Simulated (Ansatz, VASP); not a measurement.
One calculation of TaN, two programs

```
CELL_PARAMETERS angstrom
2.93800 0.00000 0.00000
-1.46900 2.54438 0.00000
0.00000 0.00000 2.88300
ATOMIC_POSITIONS crystal
Ta 0.33333 0.66667 0.50000
N 0.00000 0.00000 0.00000
```

Alike in both runs: task relaxation of cell and atoms; functional PBE; k mesh 10 × 10 × 9; occupations fermi-dirac, width 0.05 eV; no spin polarisation; Hubbard terms Ta d U = 8.0 eV.

|  | VASP | Ansatz |
| --- | --- | --- |
| version | VASP 6.6.1 | Ansatz 0.2.0 |
| potentials or method | VASP PAW PBE potentials, release 64 (Ta_pv, N) | Ansatz PAW |
| plane-wave cutoff (eV) | 600 | 420 |
| valence electrons in the cell | 16 | 18 |

VASP gave:

- gap on the k mesh at the Fermi level, each at its own relaxed structure (eV): none
- relaxed volume (Å³/atom): 11.80
- relaxed cell length with the largest relative difference (Å): 2.974
- energy change over the relaxation (meV/atom): -97

Question: What did Ansatz give for the same quantities?

Answer: gap on the k mesh at the Fermi level, each at its own relaxed structure (eV): none; relaxed volume (Å³/atom): 11.26; relaxed cell length with the largest relative difference (Å): 2.896; energy change over the relaxation (meV/atom): -22.

The programs project onto different local orbitals, so the same U acts differently. A gap of «none» marks a metal or a gap that the smearing closes. The two sets of potentials don't hold the same shells in valence.

Caveats: U without spin polarisation on a metal has little footing; the plane-wave basis is chosen anew once the cell has moved, so the energies of steps on either side of that aren't comparable (Ansatz); the pressure holds a Pulay correction of +0.4 GPa for the finite cutoff (Ansatz). The runs have no spin-orbit coupling, so splittings on Ta are missing. Zero-point motion and thermal expansion aren't in these numbers.
